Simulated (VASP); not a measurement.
Ni: single point with PBE

Ni, a slab with vacuum:

```xyz
7
Lattice="2.4865 0.0000 0.0000 -1.2432 2.1534 0.0000 0.0000 0.0000 27.1813" Properties=species:S:1:pos:R:3 pbc="T T T"
Ni    1.2432    0.7178    7.5156
Ni    0.0000    1.4356    9.5199
Ni    0.0000    0.0000   11.5537
Ni    1.2432    0.7178   13.5906
Ni    0.0000    1.4356   15.6276
Ni   -1.2432    2.1534   17.6613
Ni    1.2432    0.7178   19.6657
```

The slab is cut from a database's or a generator's crystal, which needn't be the stable form of the element.

* Program: VASP 6.6.1
* Task: single point
* Functional: PBE
* Potentials or basis: VASP PAW PBE potentials, release 64 (Ni)
* Cutoff: 520 eV
* k mesh: 18 × 18 × 1
* Occupations: methfessel-paxton, width 0.1 eV
* Spin: collinear spin, ferromagnetic start
* Starting moments: [0.7, 0.7, 0.7, 0.7, 0.7, 0.7, 0.7] μB
* Dipole correction: yes
* Further INCAR settings: ALGO = Normal; EDIFF = 1e-06; NBANDS = 48; AMIX = 0.2; BMIX = 0.0001

```json
{"Largest force": "0.018 eV/Å", "Band gap on the k mesh": "none (metal or under the smearing width)", "Net moment": "4.53 μB per cell", "Site moments": "Ni +0.68, +0.64, +0.63 μB", "Valence electrons inside the program's atomic spheres": "Ni 9.19, 9.31", "Work function of the upper face": "5.04 eV", "Work function of the lower face": "5.04 eV"}
```

Forces in eV/Å, atoms in the order of the input:
```
Ni   0.000  0.000  0.016
Ni   0.000  0.000  0.018
Ni   0.000  0.000 -0.014
Ni   0.000  0.000  0.000
Ni   0.000  0.000  0.014
Ni   0.000  0.000 -0.018
Ni   0.000  0.000 -0.016
```

Levels at points of the mesh, in eV from the Fermi level:
Spin up:
```tsv
k point	band 35	band 36	band 37	band 38	band 39	band 40	band 41	band 42
(0.00, 0.00, 0.00)	-1.09	-0.85	-0.85	-0.70	-0.70	-0.64	-0.64	-0.21
(0.50, 0.00, 0.00)	-0.43	0.24	1.07	1.77	2.24	2.45	2.56	2.59
```
Spin down:
```tsv
k point	band 28	band 29	band 30	band 31	band 32	band 33	band 34	band 35	band 36	band 37
(0.00, 0.00, 0.00)	-0.70	-0.70	-0.69	-0.69	-0.59	-0.59	-0.41	-0.41	-0.15	-0.15
(0.50, 0.00, 0.00)	0.15	0.16	0.21	0.25	0.26	0.33	0.42	0.43	0.45	1.33
```

Core levels (eV, on the scale of the bands):
```tsv
atom	levels
1 Ni	1s -8201.6, 2s -971.5, 2p -834.4, 3s -100.5, 3p -60.9
2 Ni	1s -8201.9, 2s -971.9, 2p -834.7, 3s -100.7, 3p -61.1
3 Ni	1s -8201.9, 2s -971.9, 2p -834.7, 3s -100.7, 3p -61.1
4 Ni	1s -8201.8, 2s -971.8, 2p -834.7, 3s -100.7, 3p -61.1
5 Ni	1s -8201.9, 2s -971.9, 2p -834.7, 3s -100.7, 3p -61.1
6 Ni	1s -8201.9, 2s -971.9, 2p -834.7, 3s -100.7, 3p -61.1
```

Wall time 6.3 min on 4 MPI ranks on Intel(R) Xeon(R) Platinum 8375C CPU @ 2.90GHz (Ice Lake), on a shared host, peak memory 0.53 GiB a rank.
